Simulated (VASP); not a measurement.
# Zr (P6_3/mmc) in VASP: settings compared

One crystal, Zr, is run at these levels: PBEsol, LDA, PBE; tasks: relaxation of cell and atoms.

All numbers are computed with VASP 6.6.1; they aren't measurements. Logs are shortened: lines on timing, memory, paths and dates and some standing lists are left out, and cuts for length are marked.

## 1. Starting point

Symmetry: P6_3/mmc, No. 194, hexagonal system. Conventional cell: a = 3.232 Å, b = 3.232 Å, c = 5.147 Å, α = 90.00°, β = 90.00°, γ = 120.00°. Zr (site symmetry -6m2) has 12 Zr at 3.18 to 3.23 Å as nearest neighbours.

## 2. Relaxation of cell and atoms, PBEsol

The input, INCAR:

```
PREC = Accurate
ENCUT = 600
EDIFF = 1E-6
ISMEAR = 1
SIGMA = 0.1
LREAL = False
LASPH = True
NELM = 80
ALGO = Normal
ISIF = 3
LWAVE = False
LCHARG = False
GGA = PS
IBRION = 2
NSW = 90
EDIFFG = -0.01
```

The input, KPOINTS:

```
regular mesh
0
Gamma
  15 15 7
```

The input, POSCAR:

```
Zr
1.0
    3.2320000000      0.0000000000      0.0000000000
   -1.6160000000      2.7989941000      0.0000000000
    0.0000000000      0.0000000000      5.1470000000
Zr
2
Direct
    0.3333333300      0.6666666700      0.2500000000
    0.6666666700      0.3333333300      0.7500000000
```

Potentials or basis: VASP PAW PBE potentials, release 64 (Zr_sv).

Command:

```console
> cat potpaw_PBE.64/Zr_sv/POTCAR > POTCAR
> mpirun -np 1 vasp_std > vasp.out
```

OUTCAR:

```text
PREC = Accurate
   ENCUT = 600
   EDIFF = 1E-6
   ISMEAR = 1
   LREAL = False
   LASPH = True
   NELM = 80
   ISIF = 3
   GGA = PS
   IBRION = 2
   NSW = 90
   EDIFFG = -0.01

 ion  position               nearest neighbor table
   1  0.333  0.667  0.250-   2 3.18   2 3.18   2 3.18   2 3.18   2 3.18   2 3.18
   2  0.667  0.333  0.750-   1 3.18   1 3.18   1 3.18   1 3.18   1 3.18   1 3.18

  LATTYP: Found a hexagonal cell.
 ALAT       =     3.2320000000
 C/A-ratio  =     1.5925123762

  Lattice vectors:

 A1 = (   3.2320000000,   0.0000000000,   0.0000000000)
 A2 = (  -1.6160000000,   2.7989941000,   0.0000000000)
 A3 = (   0.0000000000,   0.0000000000,   5.1470000000)

Analysis of symmetry for initial positions (statically):
=====================================================================
 Subroutine PRICEL returns:
 Original cell was already a primitive cell.

 Routine SETGRP: Setting up the symmetry group for a
 hexagonal supercell.

 Subroutine GETGRP returns: Found 24 space group operations
 (whereof 12 operations were pure point group operations)
 out of a pool of 24 trial point group operations.

The static configuration has the point symmetry D_3d.
 The point group associated with its full space group is D_6h.

Analysis of symmetry for dynamics (positions and initial velocities):
=====================================================================
 Subroutine PRICEL returns:
 Original cell was already a primitive cell.

 Routine SETGRP: Setting up the symmetry group for a
 hexagonal supercell.

 Subroutine GETGRP returns: Found 24 space group operations
 (whereof 12 operations were pure point group operations)
 out of a pool of 24 trial point group operations.

The dynamic configuration has the point symmetry D_3d.
 The point group associated with its full space group is D_6h.

 Subroutine INISYM returns: Found 24 space group operations
 (whereof 12 operations are pure point group operations),
 and found     1 'primitive' translations

----------------------------------------------------------------------------------------

                                     Primitive cell

  volume of cell :      46.5616

  direct lattice vectors                    reciprocal lattice vectors
     3.232000000  0.000000000  0.000000000     0.309405941  0.178635603  0.000000000
    -1.616000000  2.798994100  0.000000000     0.000000000  0.357271207  0.000000000
     0.000000000  0.000000000  5.147000000     0.000000000  0.000000000  0.194287935

  length of vectors
[... 97 lines left out ...]
   ISMEAR =     1;   SIGMA  =   0.10  broadening in eV -4-tet -1-fermi 0-gaus
   EFERMI_NEDOS =   21; number of points for ismear=-14 and -15
   IALGO  =     38    algorithm
   IMIX   =      4    mixing-type and parameters
     AMIX     =   0.40;   BMIX     =  1.00
     AMIX_MAG =   1.60;   BMIX_MAG =  1.00
  volume/ion in A,a.u.               =      23.28       157.11
  Fermi-wavevector in a.u.,A,eV,Ry     =   1.312611  2.480475 23.442130  1.722948
  Thomas-Fermi vector in A             =   2.442991
   LORBIT       =      0    0 simple, 1 ext, 2 COOP (PROOUT), +10 PAW based schemes
   GGA     = PS    functional components
   LHFCALC =     F    Hartree Fock is set to
   AEXX    =    0.0000 exact exchange contribution
   IVDW    =     0    specifies the selected vdW correction
   LEPSILON=     F    determine dielectric tensor
   LRPA    =     F    only Hartree local field effects (RPA)
 conjugate gradient relaxation of ions
 non-spin polarized calculation
 Methfessel and Paxton  Order N= 1 SIGMA  =   0.10
  energy-cutoff  :      600.00
  volume of cell :       46.56
 maximum number of plane-waves:      1580
 NGX is ok and might be reduce to    28
   NGX = 13   NGY = 13   NGZ = 21

--------------------------------------- Ionic step        1  -------------------------------------------

 number of electron      24.0000000 magnetization

 Free energy of the ion-electron system (eV)
  ---------------------------------------------------
  ext. energy  EPLUGINS =         0.00000000
  ---------------------------------------------------
  free energy    TOTEN  =       -18.14806220 eV

  energy without entropy =      -18.14882522  energy(sigma->0) =      -18.14831654

------------------------ aborting loop because EDIFF is reached ----------------------------------------

  FORCE on cell =-STRESS in cart. coord.  units (eV):
  Direction    XX          YY          ZZ          XY          YZ          ZX
  --------------------------------------------------------------------------------------
  -------------------------------------------------------------------------------------
  Total       -0.9921886     -0.9921886     -0.8632232      0.0000000      0.0000000      0.0000000
  in kB      -34.1410831    -34.1410829    -29.7034006      0.0000000      0.0000000      0.0000000
  external PRESSURE =     -32.6618555 kB  Pullay stress =       0.0000000 kB
[... 203 lines left out ...]
--------------------------------------- Ionic step        7  -------------------------------------------

 number of electron      24.0000000 magnetization

 Free energy of the ion-electron system (eV)
  ---------------------------------------------------
  ext. energy  EPLUGINS =         0.00000000
  ---------------------------------------------------
  free energy    TOTEN  =       -18.16512327 eV

  energy without entropy =      -18.16613895  energy(sigma->0) =      -18.16546183

 E-fermi :   9.2759     XC(G=0): -11.3658

 val. band max:        9.2732005587   @ k =   0.2000   0.1333   0.4286
 cond. band min:       9.2781159877   @ k =   0.3333   0.2667   0.2857
 fundamental gap:      0.0049154290
 Fermi energy:         9.2758620366

 k-point     1 :       0.0000    0.0000    0.0000
  band No.  band energies     occupation
      1     -39.4046      2.00000
      2     -39.2289      2.00000
      3     -18.0166      2.00000
      4     -17.0350      2.00000
      5     -17.0350      2.00000
      6     -16.8949      2.00000
[... 433 lines left out ...]
      3     -17.7562      2.00000
      4     -17.5720      2.00000
      5     -17.4526      2.00000
      6     -17.4230      2.00000
[... 8 lines left out ...]
     15      10.9103     -0.00000
     16      13.6304      0.00000

 [... further k-points ...]

------------------------ aborting loop because EDIFF is reached ----------------------------------------

  FORCE on cell =-STRESS in cart. coord.  units (eV):
  Direction    XX          YY          ZZ          XY          YZ          ZX
  --------------------------------------------------------------------------------------
  -------------------------------------------------------------------------------------
  Total        0.0168177      0.0168177      0.0098115      0.0000000      0.0000000      0.0000000
  in kB        0.5995958      0.5995958      0.3498054      0.0000000      0.0000000      0.0000000
  external PRESSURE =       0.5163323 kB  Pullay stress =       0.0000000 kB
[... 17 lines left out ...]
  FREE ENERGIE OF THE ION-ELECTRON SYSTEM (eV)
  ---------------------------------------------------
  free  energy   TOTEN  =       -18.1651232741 eV

  energy  without entropy=      -18.1661389487  energy(sigma->0) =      -18.16546183

 reached required accuracy - stopping structural energy minimisation
```

CONTCAR:

```text
Zr
   1.00000000000000
     3.1855448964250006    0.0000000000000000   -0.0000000000000000
    -1.5927724482125003    2.7587628003849387   -0.0000000000000000
     0.0000000000000000   -0.0000000000000000    5.1135346539888653
  Zr
     2
Direct
     0.3333333300000021    0.6666666699999979    0.2500000000000000
     0.6666666699999979    0.3333333300000021    0.7500000000000000

  0.00000000E+00  0.00000000E+00  0.00000000E+00
  0.00000000E+00  0.00000000E+00  0.00000000E+00
```

Run time: 3.4 min. Hardware: 1 thread of Intel Xeon Platinum 8488C (Sapphire Rapids), shared host; peak memory 0.24 GiB.

Results:

| Item | Value |
| --- | --- |
| Free energy | -18.1651 eV |
| Relaxed volume | 22.47 Å³/atom |
| Relaxed cell | a = 3.186 Å, b = 3.186 Å, c = 5.114 Å, α = 90.00°, β = 90.00°, γ = 120.00° |
| Space group after relaxing (to 0.05 Å) | P6_3/mmc (No. 194) |
| Energy gained by relaxing | 8.5 meV/atom |
| Ionic steps | 7 |
| Pressure after relaxing | 0.1 GPa |
| Band gap on the k mesh | none (metal or under the smearing width) |

The path:
```
step  energy change (eV)  largest force (eV/Å)  pressure (GPa)  volume (Å³)
   1              0.0000                0.0000           -3.27        46.56
   2              0.0005                0.0000            3.70        43.44
   3             -0.0167                0.0000            0.00        44.98
   4             -0.0167                0.0000            0.06        44.95
   5             -0.0170                0.0000            0.05        44.94
   6             -0.0171                0.0000            0.05        44.94
   7             -0.0171                0.0000            0.05        44.94
```

Final structure:
```cif
data_structure
_symmetry_space_group_name_H-M 'P 1'
_symmetry_Int_Tables_number 1
_cell_length_a 3.1855
_cell_length_b 3.1855
_cell_length_c 5.1135
_cell_angle_alpha 90.000
_cell_angle_beta 90.000
_cell_angle_gamma 120.000
_cell_volume 44.94
loop_
_atom_site_label
_atom_site_type_symbol
_atom_site_fract_x
_atom_site_fract_y
_atom_site_fract_z
_atom_site_occupancy
Zr1 Zr 0.33333 0.66667 0.25000 1
Zr2 Zr 0.66667 0.33333 0.75000 1
```

Levels at points of the mesh, in eV from the Fermi level:
| k point | band 8 | band 9 | band 10 | band 11 | band 12 | band 13 | band 14 | band 15 | band 16 |
| --- | --- | --- | --- | --- | --- | --- | --- | --- | --- |
| (0.00, 0.00, 0.00) | -26.16 | -5.75 | -3.15 | 0.86 | 0.86 | 0.94 | 1.25 | 1.57 | 1.57 |

Caveat: the PAW data sets were made with another functional, which shifts forces and pressure a little.

## 3. Relaxation of cell and atoms, PBEsol

This run uses another cell than the first one, of 22.47 Å³/atom, 0.965 times its volume.

Changes to INCAR since step 2:

```diff
@@ -2,3 +2,3 @@
 ENCUT = 600
-EDIFF = 1E-6
+EDIFF = 1E-7
 ISMEAR = 1
@@ -15,2 +15,2 @@
 NSW = 90
-EDIFFG = -0.01
+EDIFFG = -0.005
```

KPOINTS is that of step 2.

The input, POSCAR:

```
Zr                                      
1.0
    3.1855448964      0.0000000000     -0.0000000000
   -1.5927724482      2.7587628004     -0.0000000000
    0.0000000000     -0.0000000000      5.1135346540
  Zr            
     2
Direct
     0.3333333300000021    0.6666666699999979    0.2500000000000000
     0.6666666699999979    0.3333333300000021    0.7500000000000000
```

Potentials or basis: VASP PAW PBE potentials, release 64 (Zr_sv).

Command:

```console
> cat potpaw_PBE.64/Zr_sv/POTCAR > POTCAR
> mpirun -np 1 vasp_std > vasp.out
```

Wall time 1.9 min (1 thread of Intel Xeon Platinum 8488C (Sapphire Rapids), shared host); peak memory 0.23 GiB.

It converged, with:

```
Free energy                            : -18.1645 eV
Relaxed volume                         : 22.48 Å³/atom
Relaxed cell                           : a = 3.186 Å, b = 3.186 Å, c = 5.114 Å, α = 90.00°, β = 90.00°, γ = 120.00°
Space group after relaxing (to 0.05 Å) : P6_3/mmc (No. 194)
Energy gained by relaxing              : 0.0 meV/atom
Ionic steps                            : 3
Pressure after relaxing                : 0.0 GPa
Band gap on the k mesh                 : none (metal or under the smearing width)
```

Final structure:
```
CELL_PARAMETERS angstrom
3.18604 0.00000 0.00000
-1.59302 2.75919 0.00000
0.00000 0.00000 5.11398
ATOMIC_POSITIONS crystal
Zr 0.33333 0.66667 0.25000
Zr 0.66667 0.33333 0.75000
```

Levels at points of the mesh, in eV from the Fermi level:
```csv
k point,band 9,band 10,band 11,band 12,band 13,band 14,band 15,band 16
"(0.00, 0.00, 0.00)",-5.75,-3.15,0.86,0.86,0.94,1.25,1.57,1.57
```

Caveat: the PAW data sets were made with another functional, which shifts forces and pressure a little.

## 4. Relaxation of cell and atoms, LDA

The input, INCAR:

```
SYSTEM = Zr
PREC = Accurate
ENCUT = 600
EDIFF = 1E-6
ISMEAR = 1
SIGMA = 0.1
LREAL = .FALSE.
LASPH = .TRUE.
NELM = 80
ALGO = Normal
ISIF = 3
LWAVE = .FALSE.
LCHARG = .FALSE.
IBRION = 2
NSW = 90
EDIFFG = -0.01
```

The input, KPOINTS:

```
Automatic mesh
0
G
  15 15 7
  0 0 0
```

The input, POSCAR:

```
Zr
1.0
    3.2320000000      0.0000000000      0.0000000000
   -1.6160000000      2.7989941000      0.0000000000
    0.0000000000      0.0000000000      5.1470000000
Zr
2
Direct
    0.3333333300      0.6666666700      0.2500000000
    0.6666666700      0.3333333300      0.7500000000
```

Potentials or basis: VASP PAW LDA potentials, release 64 (Zr_sv).

Command:

```console
> cat potpaw_LDA.64/Zr_sv/POTCAR > POTCAR
> mpirun -np 1 vasp_std > vasp.out
```

OUTCAR:

```text
SYSTEM = Zr
   PREC = Accurate
   ENCUT = 600
   EDIFF = 1E-6
   ISMEAR = 1
   LREAL = .FALSE.
   LASPH = .TRUE.
   NELM = 80
   ISIF = 3
   IBRION = 2
   NSW = 90
   EDIFFG = -0.01

 ion  position               nearest neighbor table
   1  0.333  0.667  0.250-   2 3.18   2 3.18   2 3.18   2 3.18   2 3.18   2 3.18
   2  0.667  0.333  0.750-   1 3.18   1 3.18   1 3.18   1 3.18   1 3.18   1 3.18

  LATTYP: Found a hexagonal cell.
 ALAT       =     3.2320000000
 C/A-ratio  =     1.5925123762

  Lattice vectors:

 A1 = (   3.2320000000,   0.0000000000,   0.0000000000)
 A2 = (  -1.6160000000,   2.7989941000,   0.0000000000)
 A3 = (   0.0000000000,   0.0000000000,   5.1470000000)

Analysis of symmetry for initial positions (statically):
=====================================================================
 Subroutine PRICEL returns:
 Original cell was already a primitive cell.

 Routine SETGRP: Setting up the symmetry group for a
 hexagonal supercell.
[... 215 lines left out ...]
 Fermi energy:        10.3388205777

 k-point     1 :       0.0000    0.0000    0.0000
  band No.  band energies     occupation
      1     -38.0424      2.00000
      2     -37.7778      2.00000
      3     -16.9770      2.00000
      4     -15.6674      2.00000
      5     -15.6674      2.00000
      6     -15.4610      2.00000
[... 590 lines left out ...]
--------------------------------------- Ionic step        6  -------------------------------------------

 number of electron      24.0000000 magnetization

 Free energy of the ion-electron system (eV)
  ---------------------------------------------------
  ext. energy  EPLUGINS =         0.00000000
  ---------------------------------------------------
  free energy    TOTEN  =       -18.58548575 eV

  energy without entropy =      -18.58676859  energy(sigma->0) =      -18.58591336

 E-fermi :   9.5464     XC(G=0): -11.5937

 val. band max:        9.5428373290   @ k =   0.2667   0.2667   0.2857
 cond. band min:       9.5612882481   @ k =   0.3333   0.2667   0.2857
 fundamental gap:      0.0184509190
 Fermi energy:         9.5463803729

 k-point     1 :       0.0000    0.0000    0.0000
  band No.  band energies     occupation
      1     -38.9095      2.00000
      2     -38.7121      2.00000
      3     -17.6954      2.00000
      4     -16.6141      2.00000
      5     -16.6141      2.00000
      6     -16.4689      2.00000
[... 476 lines left out ...]
  FREE ENERGIE OF THE ION-ELECTRON SYSTEM (eV)
  ---------------------------------------------------
  free  energy   TOTEN  =       -18.5854857494 eV

  energy  without entropy=      -18.5867685934  energy(sigma->0) =      -18.58591336

 reached required accuracy - stopping structural energy minimisation
```

OSZICAR:

```text
N       E                     dE             d eps       ncg     rms          rms(c)
DAV:   1     0.238457682854E+03    0.23846E+03   -0.14602E+04  3456   0.166E+03
DAV:   2    -0.359569462626E+01   -0.24205E+03   -0.23959E+03  4344   0.441E+02
DAV:   3    -0.190053655869E+02   -0.15410E+02   -0.15293E+02  6520   0.848E+01
DAV:   4    -0.193124510217E+02   -0.30709E+00   -0.30705E+00  3856   0.132E+01
[... 48 lines left out ...]
DAV:   1    -0.185882931619E+02   -0.30223E-02   -0.17299E-01  3456   0.391E+00    0.294E-01
DAV:   2    -0.185861141295E+02    0.21790E-02   -0.54800E-03  4032   0.591E-01    0.138E-01
DAV:   3    -0.185854826290E+02    0.63150E-03   -0.24914E-03  4664   0.357E-01    0.228E-02
DAV:   4    -0.185854855668E+02   -0.29378E-05   -0.40245E-05  4040   0.631E-02    0.103E-02
DAV:   5    -0.185854857494E+02   -0.18254E-06   -0.24028E-06  3416   0.127E-02
   6 F= -.18585486E+02 E0= -.18585913E+02  d E =-.104776E-02
```

Run time: 2.3 min. Hardware: 1 thread of Intel Xeon 6975P-C (Granite Rapids), shared host; peak memory 0.22 GiB.

What came out:

```
Free energy                            : -18.5855 eV
Relaxed volume                         : 21.82 Å³/atom
Relaxed cell                           : a = 3.149 Å, b = 3.149 Å, c = 5.081 Å, α = 90.00°, β = 90.00°, γ = 120.00°
Space group after relaxing (to 0.05 Å) : P6_3/mmc (No. 194)
Energy gained by relaxing              : 28.9 meV/atom
Ionic steps                            : 6
Pressure after relaxing                : 0.0 GPa
Band gap on the k mesh                 : none (metal or under the smearing width)
```

The path:
| step | energy change (eV) | largest force (eV/Å) | pressure (GPa) | volume (Å³) |
| --- | --- | --- | --- | --- |
| 1 | 0.0000 | 0.0000 | -6.03 | 46.56 |
| 2 | 0.0062 | 0.0000 | 7.62 | 40.90 |
| 3 | -0.0568 | 0.0000 | -0.04 | 43.71 |
| 4 | -0.0568 | 0.0000 | 0.08 | 43.66 |
| 5 | -0.0576 | 0.0000 | 0.05 | 43.65 |
| 6 | -0.0578 | 0.0000 | 0.03 | 43.63 |

Final structure:
```
Zr
1.0
     3.14908    0.00000    0.00000
    -1.57454    2.72718    0.00000
     0.00000    0.00000    5.08064
Zr
2
Cartesian
  0.0000 1.8181 1.2702
  1.5745 0.9091 3.8105
```

LDA usually gives volumes a few per cent too small. Zero-point motion and thermal expansion aren't in these numbers.

(Part 1 of 2 ends here.)
